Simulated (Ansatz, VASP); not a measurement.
## Two plane-wave programs on HgTe

Contents of INCAR:

```
SYSTEM = HgTe
PREC = Accurate
ENCUT = 520
EDIFF = 1E-7
ISMEAR = -1
SIGMA = 0.05
LREAL = .False.
LASPH = .True.
NELM = 80
ALGO = Normal
ISIF = 2
LWAVE = .False.
LCHARG = .False.
GGA = CA
NBANDS = 16
```

The input KPOINTS:

```
Automatic mesh
0
Gamma
  6 6 6
  0 0 0
```

The input POSCAR:

```
HgTe
1.0
   -3.0456030000      3.0456030000      1.5594100000
    3.0456030000     -3.0456030000      1.5594100000
    3.0456030000      3.0456030000     -1.5594100000
Hg Te
1 1
Direct
    0.2500000000      0.7500000000      0.5000000000
    0.0000000000      0.0000000000      0.0000000000
```

Input for Ansatz:

```yaml
crystal:
  lattice:
    - [-3.045603, 3.045603, 1.55941]
    - [3.045603, -3.045603, 1.55941]
    - [3.045603, 3.045603, -1.55941]
  atoms:
    - { symbol: Hg, position: [0.25, 0.75, 0.5] }
    - { symbol: Te, position: [0.0, 0.0, 0.0] }
kpoints:
  mp_grid:
    grid: [6, 6, 6]
hamiltonian:
  xc: lda
scf:
  occupations:
    method: fermi_dirac
    width: 0.05
output:
  stress: true
```

Measurements of this composition are mostly on another form, of space group No. 216.

Alike in both runs: task single point; functional LDA; k mesh 6 × 6 × 6; occupations fermi-dirac, width 0.05 eV; no spin polarisation.

|  | VASP | Ansatz |
| --- | --- | --- |
| version | VASP 6.6.1 | Ansatz 0.2.0 |
| potentials or method | VASP PAW LDA potentials, release 64 (Hg, Te) | plane waves, PAW |
| plane-wave cutoff (eV) | 520 | 420 |
| valence electrons in the cell | 18 | 36 |

```tsv
	VASP	Ansatz	Ansatz less VASP
pressure (GPa)	-4.6	-4.8	-0.17
largest component of the traceless stress (GPa)	0.12	0.18	+0.056
```

The two sets of potentials don't hold the same shells in valence.

Caveats: the k mesh is coarse (spacing up to 0.38 Å⁻¹), so the values aren't converged. The runs have no spin-orbit coupling, so splittings on Hg, Te are missing.
